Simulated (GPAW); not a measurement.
# blue phosphorene monolayer in an electric field

How does blue phosphorene monolayer screen a perpendicular field?

Main program and level: GPAW 26.7.0; GPAW, PAW setups; layer in a repeated cell with vacuum, relaxation of atoms and in-plane cell, in the first sound run; inputs show where later runs differ.

### Step 1. The structure

The cell holds 2 atoms: 2 P. Its edges and angles: a = 3.280 Å, b = 3.280 Å, c = 15.240 Å, α = 90.0°, β = 90.0°, γ = 120.0°. Vacuum lies along c.

### Step 2. Relaxing the atoms

The atoms are relaxed first, since the surface dipole, and with it the work function, follows the positions of the outer layers.

Contents of run.py:

```python
import json
import numpy as np
from ase import Atoms
from ase.filters import FrechetCellFilter
from ase.optimize import BFGS
from gpaw import GPAW, PW

slab = Atoms(
    ['P', 'P'],
    positions=[
        [1.64000, 0.94685, 7.00000],
        [-0.00000, 1.89371, 8.24000]],
    cell=[[3.28, 0.0, 0.0], [-1.64, 2.84056, 0.0], [0.0, 0.0, 15.24]],
    pbc=[True, True, True])

slab.calc = GPAW(mode=PW(600), xc='PBE', kpts={'size': (12, 12, 1), 'gamma': True},
                 occupations={'name': 'fermi-dirac', 'width': 0.05}, nbands='160%',
                 convergence={'density': 1e-05}, maxiter=200,
                 symmetry={'tolerance': 1e-3}, txt='slab.txt')
result = {}
# The in-plane cell is free; stress needs a cell that repeats along all three vectors
path = []
opt = BFGS(FrechetCellFilter(slab, mask=[1, 1, 0, 0, 0, 1]), maxstep=0.2)
opt.attach(lambda: path.append((slab.get_potential_energy(), slab.positions.tolist(), slab.get_forces().tolist())))
result['relaxed'] = bool(opt.run(fmax=0.02, steps=45))
result['path'] = path
result['cell'] = slab.cell.tolist()
print('in-plane lattice', slab.cell.cellpar().round(4)[[0, 1, 5]])
energy = slab.get_potential_energy()
fermi = slab.calc.get_fermi_level()
v = slab.calc.get_electrostatic_potential().mean((0, 1)) - fermi
n = slab.calc.get_pseudo_density().mean((0, 1))
L = slab.cell[2, 2]
z = np.arange(len(v)) * L / len(v)
low, high = slab.positions[:, 2].min(), slab.positions[:, 2].max()
below, above = np.interp([low - 4.8, high + 4.8], z, v)
slopes = [np.interp(x, z, np.gradient(v, z)) for x in (low - 4.8, high + 4.8)]
eps = np.array([[slab.calc.get_eigenvalues(k, s) for k in range(len(slab.calc.get_ibz_k_points()))]
                for s in range(slab.calc.get_number_of_spins())]) - fermi
top, bottom = eps[eps < 0].max(), eps[eps > 0].min()
dipole = slab.get_dipole_moment()[2]
print(f'energy {energy:.4f} eV, Fermi level {fermi:.4f} eV, dipole {dipole:.5f} e A')
print(f'potential 4.8 A off the faces, from the Fermi level: lower {below:.4f} eV, upper {above:.4f} eV')
print(f'slope of the potential there: lower {slopes[0]:.5f}, upper {slopes[1]:.5f} eV/A')
print(f'nearest levels on the mesh: {top:.4f} and {bottom:.4f} eV')
print('magnetic moment', round(slab.get_magnetic_moment(), 3))
result.update(energy=energy, fermi=fermi, dipole=dipole, below=below, above=above, slopes=slopes, edges=[top, bottom],
              z=z.tolist(), v=v.tolist(), n=n.tolist(), positions=slab.positions.tolist(),
              forces=slab.get_forces(apply_constraint=False).tolist(), moments=slab.get_magnetic_moments().tolist())
json.dump(result, open('result.json', 'w'))
```

Started as:

```
$ OMP_NUM_THREADS=1 OPENBLAS_NUM_THREADS=1 python run.py
```

What it wrote:

```text
Step          Energy          fmax
BFGS:    0      -10.646396        0.072129
BFGS:    1      -10.646568        0.034321
BFGS:    2      -10.646656        0.012562
in-plane lattice [  3.2829   3.2829 120.    ]
energy -10.6467 eV, Fermi level -2.1274 eV, dipole 0.00001 e A
potential 4.8 A off the faces, from the Fermi level: lower 5.1887 eV, upper 5.1887 eV
slope of the potential there: lower -0.00014, upper 0.00014 eV/A
nearest levels on the mesh: -0.9825 and 0.9534 eV
magnetic moment 0.0
```

Run time: 28 s. Hardware: 1 thread of Arm Neoverse V1, shared host; peak memory 0.22 GiB.

This step gave:

| Quantity | Value |
| --- | --- |
| dipole along the normal | 1.08e-5 e·Å |
| levels nearest the Fermi level on the mesh | -0.9825, 0.9534 eV from the Fermi level |

Electrostatic potential energy of an electron (without an applied field's), less the Fermi level, planar mean against z:

```csv
z (Å),"electrostatic potential energy of an electron (without an applied field's), less the Fermi level, planar mean (eV)"
0.0,5.19
0.5,5.19
1.0,5.19
1.5,5.19
2.0,5.19
2.5,5.19
3.0,5.19
3.5,5.19
4.0,5.18
4.5,5.15
5.0,5.03
5.5,4.52
6.0,2.40
6.5,-5.23
7.0,-16.1
7.5,-9.76
8.0,-13.8
8.5,-11.7
9.0,-0.205
9.5,3.85
10.0,4.87
10.5,5.11
11.0,5.17
11.5,5.18
12.0,5.19
12.5,5.19
13.0,5.19
13.5,5.19
14.0,5.19
14.5,5.19
15.0,5.19
```

The pseudo valence density, planar mean by z:

```csv
z (Å),"pseudo valence density, planar mean (e/Å³)"
0.00,0
0.34,0
0.85,0
1.19,0
1.69,7.8e-7
2.03,1.9e-6
2.37,4.7e-6
2.88,1.9e-5
3.22,4.9e-5
3.73,2.0e-4
4.06,5.1e-4
4.40,0.00132
4.91,0.00558
5.25,0.0148
5.76,0.0619
6.10,0.143
6.43,0.256
6.94,0.291
7.28,0.407
7.79,0.454
8.13,0.337
8.64,0.290
8.97,0.201
9.31,0.0962
9.82,0.0240
10.16,0.00909
10.67,0.00213
11.01,8.2e-4
11.35,3.2e-4
11.85,7.8e-5
12.19,3.1e-5
12.70,7.5e-6
13.04,3.0e-6
13.38,1.2e-6
13.89,0
14.22,0
14.73,0
15.07,0
```

The relaxation lowered the energy of the cell by 2.6e-4 eV (energies extrapolated to zero smearing; the optimiser's log prints free energies). The largest force left on a free atom is 0.0081 eV/Å.

### Step 3. The slab's potential

With the geometry fixed, the planar mean of the potential gives the vacuum level on each side.

This step: GPAW, PAW setups; slab in vacuum (GPAW 26.7.0).

Changes to run.py since step 2:

```diff
@@ -3,4 +3,2 @@
 from ase import Atoms
-from ase.filters import FrechetCellFilter
-from ase.optimize import BFGS
 from gpaw import GPAW, PW
@@ -10,20 +8,13 @@
     positions=[
-        [1.64000, 0.94685, 7.00000],
-        [-0.00000, 1.89371, 8.24000]],
-    cell=[[3.28, 0.0, 0.0], [-1.64, 2.84056, 0.0], [0.0, 0.0, 15.24]],
-    pbc=[True, True, True])
+        [1.64147, 0.94770, 7.00000],
+        [0.00000, 1.89541, 8.24429]],
+    cell=[[3.28295, -0.0, 0.0], [-1.64147, 2.84311, 0.0], [0.0, 0.0, 15.2443]],
+    pbc=[True, True, False])
 
-slab.calc = GPAW(mode=PW(600), xc='PBE', kpts={'size': (12, 12, 1), 'gamma': True},
+slab.calc = GPAW(mode=PW(400), xc='PBE', kpts={'size': (12, 12, 1), 'gamma': True},
                  occupations={'name': 'fermi-dirac', 'width': 0.05}, nbands='160%',
                  convergence={'density': 1e-05}, maxiter=200,
+                 poissonsolver={'dipolelayer': 'xy'},
                  symmetry={'tolerance': 1e-3}, txt='slab.txt')
 result = {}
-# The in-plane cell is free; stress needs a cell that repeats along all three vectors
-path = []
-opt = BFGS(FrechetCellFilter(slab, mask=[1, 1, 0, 0, 0, 1]), maxstep=0.2)
-opt.attach(lambda: path.append((slab.get_potential_energy(), slab.positions.tolist(), slab.get_forces().tolist())))
-result['relaxed'] = bool(opt.run(fmax=0.02, steps=45))
-result['path'] = path
-result['cell'] = slab.cell.tolist()
-print('in-plane lattice', slab.cell.cellpar().round(4)[[0, 1, 5]])
 energy = slab.get_potential_energy()
```

What it wrote:

```text
energy -10.6439 eV, Fermi level -2.1304 eV, dipole -0.00004 e A
potential 4.8 A off the faces, from the Fermi level: lower 5.1903 eV, upper 5.1914 eV
slope of the potential there: lower -0.00014, upper 0.00014 eV/A
nearest levels on the mesh: -0.9804 and 0.9559 eV
magnetic moment 0.0
```

Run time: 6.8 s. Hardware: 1 thread; peak memory 0.15 GiB.

Numbers from this step:

```yaml
dipole_along_the_normal: -4.33e-5 e·Å
levels_nearest_the_fermi_level_on_the_mesh: -0.9804, 0.9559 eV from the Fermi level
upper_work_function: 5.191 eV
lower_work_function: 5.190 eV
upper_ionisation_energy: 6.172 eV
```

Electrostatic potential energy of an electron (without an applied field's), less the Fermi level, planar mean against z:

```csv
z (Å),"electrostatic potential energy of an electron (without an applied field's), less the Fermi level, planar mean (eV)"
0.0,5.19
0.5,5.19
1.0,5.19
1.5,5.19
2.0,5.19
2.5,5.19
3.0,5.19
3.5,5.19
4.0,5.18
4.5,5.15
5.0,5.03
5.5,4.52
6.0,2.40
6.5,-5.20
7.0,-16.1
7.5,-9.76
8.0,-13.7
8.5,-11.7
9.0,-0.211
9.5,3.84
10.0,4.86
10.5,5.11
11.0,5.17
11.5,5.19
12.0,5.19
12.5,5.19
13.0,5.19
13.5,5.19
14.0,5.19
14.5,5.19
15.0,5.19
```

Pseudo valence density, planar mean against z:

z (Å), pseudo valence density, planar mean (e/Å³) and a bar:
```
      3.0      0.000 
      3.5      0.000 
      4.0      0.000 
      4.5      0.002 
      5.0      0.007 
      5.5      0.030 ##
      6.0      0.117 ########
      6.5      0.268 ##################
      7.0      0.302 ####################
      7.5      0.455 ##############################
      8.0      0.388 ##########################
      8.5      0.290 ###################
      9.0      0.193 #############
      9.5      0.060 ####
     10.0      0.015 #
     10.5      0.004 
     11.0      0.001 
     11.5      0.000 
     12.0      0.000 
     12.5      0.000
```

The layer is gapped, so the Fermi level lies somewhere inside the gap, set by smearing and numerics, and these work functions are no property of the material; the band edges below the vacuum level are. The potential is flat to 1.4e-4 eV/Å where it is read, so the vacuum is wide enough.

### Step 4. In a field

A uniform field along the normal polarises the slab; the atoms stay fixed, so this is the electronic response alone.

Changes to run.py since step 3:

```diff
@@ -4,2 +4,3 @@
 from gpaw import GPAW, PW
+from gpaw.external import ConstantElectricField
 
@@ -17,2 +18,3 @@
                  poissonsolver={'dipolelayer': 'xy'},
+                 external=ConstantElectricField(-0.2, [0, 0, 1]),
                  symmetry={'tolerance': 1e-3}, txt='slab.txt')
```

What it wrote:

```text
energy -10.6478 eV, Fermi level -2.1343 eV, dipole -0.03868 e A
potential 4.8 A off the faces, from the Fermi level: lower 4.8209 eV, upper 5.5707 eV
slope of the potential there: lower -0.00007, upper 0.00026 eV/A
nearest levels on the mesh: -0.9787 and 0.9575 eV
magnetic moment 0.0
```

Elapsed: 25 s, on 1 thread; peak memory 0.19 GiB.

Numbers from this step:

| Quantity | Value |
| --- | --- |
| dipole along the normal | -0.03868 e·Å |
| levels nearest the Fermi level on the mesh | -0.9787, 0.9575 eV from the Fermi level |
| potential below the slab, the applied field's own ramp left out | 4.821 eV from the Fermi level |
| potential above the slab, the applied field's own ramp left out | 5.571 eV from the Fermi level |

Electrostatic potential energy of an electron (without an applied field's), less the Fermi level, planar mean against z:

```csv
z (Å),"electrostatic potential energy of an electron (without an applied field's), less the Fermi level, planar mean (eV)"
0.0,5.20
0.5,4.82
1.0,4.82
1.5,4.82
2.0,4.82
2.5,4.82
3.0,4.82
3.5,4.82
4.0,4.81
4.5,4.79
5.0,4.67
5.5,4.19
6.0,2.12
6.5,-5.41
7.0,-16.2
7.5,-9.79
8.0,-13.6
8.5,-11.6
9.0,0.0460
9.5,4.16
10.0,5.22
10.5,5.48
11.0,5.55
11.5,5.56
12.0,5.57
12.5,5.57
13.0,5.57
13.5,5.57
14.0,5.57
14.5,5.57
15.0,5.45
```

The dipole is now -0.0387 e Å, against -4.3e-5 in the run without a field.

### Step 5. Field on

Changes to run.py since step 4:

```diff
@@ -18,3 +18,3 @@
                  poissonsolver={'dipolelayer': 'xy'},
-                 external=ConstantElectricField(-0.2, [0, 0, 1]),
+                 external=ConstantElectricField(-0.1, [0, 0, 1]),
                  symmetry={'tolerance': 1e-3}, txt='slab.txt')
```

What it wrote:

```text
energy -10.6449 eV, Fermi level -2.1350 eV, dipole -0.01933 e A
potential 4.8 A off the faces, from the Fermi level: lower 5.0084 eV, upper 5.3832 eV
slope of the potential there: lower -0.00010, upper 0.00019 eV/A
nearest levels on the mesh: -0.9763 and 0.9600 eV
magnetic moment 0.0
```

It took 25 s on 1 thread; peak memory 0.2 GiB.

Numbers from this step:

```yaml
dipole_along_the_normal: -0.01933 e·Å
levels_nearest_the_fermi_level_on_the_mesh: -0.9763, 0.9600 eV from the Fermi level
potential_below_the_slab_the_applied_field_s_own_ramp_left_out: 5.008 eV from the Fermi level
potential_above_the_slab_the_applied_field_s_own_ramp_left_out: 5.383 eV from the Fermi level
```

The electrostatic potential energy of an electron (without an applied field's), less the Fermi level, planar mean by z:

```csv
z (Å),"electrostatic potential energy of an electron (without an applied field's), less the Fermi level, planar mean (eV)"
0.0,5.20
0.5,5.01
1.0,5.01
1.5,5.01
2.0,5.01
2.5,5.01
3.0,5.01
3.5,5.01
4.0,5.00
4.5,4.97
5.0,4.85
5.5,4.36
6.0,2.26
6.5,-5.30
7.0,-16.1
7.5,-9.77
8.0,-13.7
8.5,-11.7
9.0,-0.0795
9.5,4.00
10.0,5.04
10.5,5.30
11.0,5.36
11.5,5.38
12.0,5.38
12.5,5.38
13.0,5.38
13.5,5.38
14.0,5.38
14.5,5.38
15.0,5.32
```

The dipole is now -0.0193 e Å, against -4.3e-5 in the run without a field.

### Step 6. Field on

Changes to run.py since step 5:

```diff
@@ -18,3 +18,3 @@
                  poissonsolver={'dipolelayer': 'xy'},
-                 external=ConstantElectricField(-0.1, [0, 0, 1]),
+                 external=ConstantElectricField(-0.05, [0, 0, 1]),
                  symmetry={'tolerance': 1e-3}, txt='slab.txt')
```

What it wrote:

```text
energy -10.6441 eV, Fermi level -2.1346 eV, dipole -0.00967 e A
potential 4.8 A off the faces, from the Fermi level: lower 5.1015 eV, upper 5.2889 eV
slope of the potential there: lower -0.00012, upper 0.00017 eV/A
nearest levels on the mesh: -0.9763 and 0.9601 eV
magnetic moment 0.0
```

The job ended after 25 s (1 thread; peak memory 0.19 GiB).

### Step 7. Field on

Changes to run.py since step 6:

```diff
@@ -18,3 +18,3 @@
                  poissonsolver={'dipolelayer': 'xy'},
-                 external=ConstantElectricField(-0.05, [0, 0, 1]),
+                 external=ConstantElectricField(0.05, [0, 0, 1]),
                  symmetry={'tolerance': 1e-3}, txt='slab.txt')
```

What it wrote:

```text
energy -10.6441 eV, Fermi level -2.1346 eV, dipole 0.00967 e A
potential 4.8 A off the faces, from the Fermi level: lower 5.2889 eV, upper 5.1015 eV
slope of the potential there: lower -0.00017, upper 0.00012 eV/A
nearest levels on the mesh: -0.9763 and 0.9601 eV
magnetic moment 0.0
```

Wall time 25 s (1 thread); peak memory 0.2 GiB.

### Step 8. Field on

Changes to run.py since step 7:

```diff
@@ -18,3 +18,3 @@
                  poissonsolver={'dipolelayer': 'xy'},
-                 external=ConstantElectricField(0.05, [0, 0, 1]),
+                 external=ConstantElectricField(0.1, [0, 0, 1]),
                  symmetry={'tolerance': 1e-3}, txt='slab.txt')
```

What it wrote:

```text
energy -10.6449 eV, Fermi level -2.1350 eV, dipole 0.01933 e A
potential 4.8 A off the faces, from the Fermi level: lower 5.3832 eV, upper 5.0084 eV
slope of the potential there: lower -0.00019, upper 0.00010 eV/A
nearest levels on the mesh: -0.9763 and 0.9600 eV
magnetic moment 0.0
```

The job ended after 25 s (1 thread; peak memory 0.19 GiB).

Electrostatic potential energy of an electron (without an applied field's), less the Fermi level, planar mean against z:

z (Å), electrostatic potential energy of an electron (without an applied field's), less the Fermi level, planar mean (eV) and a bar from the least value:
```
      0.0        5.2 ##############################
      0.5        5.4 ##############################
      1.0        5.4 ##############################
      1.5        5.4 ##############################
      2.0        5.4 ##############################
      2.5        5.4 ##############################
      3.0        5.4 ##############################
      3.5        5.4 ##############################
      4.0        5.4 ##############################
      4.5        5.3 ##############################
      5.0        5.2 ##############################
      5.5        4.7 #############################
      6.0        2.6 ##########################
      6.5       -5.1 ###############
      7.0      -16.0 
      7.5       -9.7 #########
      8.0      -13.8 ###
      8.5      -11.8 ######
      9.0       -0.3 ######################
      9.5        3.7 ############################
     10.0        4.7 #############################
     10.5        4.9 #############################
     11.0        5.0 #############################
     11.5        5.0 #############################
     12.0        5.0 #############################
     12.5        5.0 #############################
     13.0        5.0 #############################
     13.5        5.0 #############################
     14.0        5.0 #############################
     14.5        5.0 #############################
     15.0        5.1 ##############################
```

The dipole is now 0.0193 e Å, against -4.3e-5 in the run without a field.

### Step 9. Field on

Changes to run.py since step 8:

```diff
@@ -18,3 +18,3 @@
                  poissonsolver={'dipolelayer': 'xy'},
-                 external=ConstantElectricField(0.1, [0, 0, 1]),
+                 external=ConstantElectricField(0.2, [0, 0, 1]),
                  symmetry={'tolerance': 1e-3}, txt='slab.txt')
```

What it wrote:

```text
energy -10.6478 eV, Fermi level -2.1343 eV, dipole 0.03868 e A
potential 4.8 A off the faces, from the Fermi level: lower 5.5707 eV, upper 4.8209 eV
slope of the potential there: lower -0.00026, upper 0.00007 eV/A
nearest levels on the mesh: -0.9787 and 0.9575 eV
magnetic moment 0.0
```

Elapsed: 26 s, on 1 thread; peak memory 0.19 GiB.

The dipole is now 0.0387 e Å, against -4.3e-5 in the run without a field.

### Step 10. Field on

Changes to run.py since step 9:

```diff
@@ -18,3 +18,3 @@
                  poissonsolver={'dipolelayer': 'xy'},
-                 external=ConstantElectricField(0.2, [0, 0, 1]),
+                 external=ConstantElectricField(0.3, [0, 0, 1]),
                  symmetry={'tolerance': 1e-3}, txt='slab.txt')
```

What it wrote:

```text
energy -10.6526 eV, Fermi level -2.1360 eV, dipole 0.05805 e A
potential 4.8 A off the faces, from the Fermi level: lower 5.7614 eV, upper 4.6361 eV
slope of the potential there: lower -0.00034, upper 0.00004 eV/A
nearest levels on the mesh: -0.9799 and 0.9561 eV
magnetic moment 0.0
```

The job ended after 27 s (1 thread; peak memory 0.19 GiB).

The dipole is now 0.0581 e Å, against -4.3e-5 in the run without a field.

### Step 11. The series

The members are put on one axis.

This step: induced dipole against applied field (GPAW 26.7.0).

The dipole along the normal by field:

```csv
field (V/Å),dipole along the normal (e·Å)
-0.200,-0.0387
-0.100,-0.0193
-0.050,-0.00967
0.000,-4.3e-5
0.050,0.00967
0.100,0.0193
0.200,0.0387
0.300,0.0581
```

### Step 12. Summary of results

- work function, both faces (Fermi level placed in the gap by the smearing): 5.19 eV
- ionisation energy from the upper face (highest filled level on the mesh): 6.17 eV
- electron affinity from the upper face (lowest empty Kohn-Sham level on the mesh): 4.24 eV
- dipole along the normal: -4.3e-5 e Å, near the numerical noise
- induced dipole per field: 0.193 e Å per V/Å
- out-of-plane polarisability per area, α/(ε0 A): 3.75 Å

What this shows: The field induces 0.193 e Å per V/Å, a polarisable thickness α/(ε0 A) of 3.75 Å beside 1.24 Å between the outermost nuclei. A perfect conductor would give the distance between its two image planes; a dielectric of thickness t gives t(1 - 1/ε). The levels nearest the Fermi level on the mesh lie 1.94 eV apart, so the slab is gapped there: the smearing puts the Fermi level inside the gap, and from either face the ionisation energy is the work function plus 0.98 eV. Both are Kohn-Sham levels on the mesh, and semilocal gaps are too small, so the affinity tends to come out too large and the ionisation energy too small. The induced dipole is linear in the field over this range. The layer's cell and atoms come from the relaxation; spin-orbit coupling and temperature are left out.

[Logs are printed without paths, hosts, clocks, repeated set-up lines and the standing remarks that a program may print on its own settings, such as how far it seeks lower states.]

[Hosts, paths, dates, database ids (printed as entryN), source tags and the programs' standing remarks are cut or masked in the printed files.]
